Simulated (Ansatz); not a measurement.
## Two states of MnS

```
CELL_PARAMETERS angstrom
4.04576 -0.00487 0.00994
-2.02710 3.53077 -0.00425
0.01609 0.00134 6.57856
ATOMIC_POSITIONS crystal
Mn 0.33021 0.66637 0.99031
Mn 0.69997 0.31484 0.50590
S 0.29959 0.63212 0.38571
S 0.66194 0.30361 0.87168
```

Level: PBE; 420 eV; 5×5×3 Γ-centred mesh; fermi-dirac occupations (width 0.1 eV); Ansatz 0.2.0, fixed geometry.

State A: Mn1 along (0.00, 0.00, 1.00), Mn2 along (0.00, 0.00, -1.00) (spinors with spin-orbit coupling). State B: Mn1 along (0.00, 0.00, 1.00), Mn2 along (0.00, 0.00, 1.00) (spinors with spin-orbit coupling).

Problem. Compare the two self-consistent states.

Solution. State A is lower by 76.1 meV an atom at zero smearing; in free energy at this smearing B lies +73.4 meV an atom from A.

```csv
state,free energy (meV/atom),largest moment in a small sphere (μB),net moment (μB/cell),gap on mesh (eV),pressure (GPa),largest force (eV/Å)
A,0.0,4.01,0.00,0.72,-3.3,1.72
B,73.4,4.14,9.92,0.08 (under the smearing),-1.2,1.66
```

Origin: a strained cell with displaced atoms, so it need not be a known compound. Caveats: an odd or shifted mesh can miss the band edges, so this level's true gap may be smaller; atoms or cell far from equilibrium; the SCF threshold is loose for a stress; semilocal functionals often miss the gap of such magnets; the k mesh is coarse if the cell is a metal.
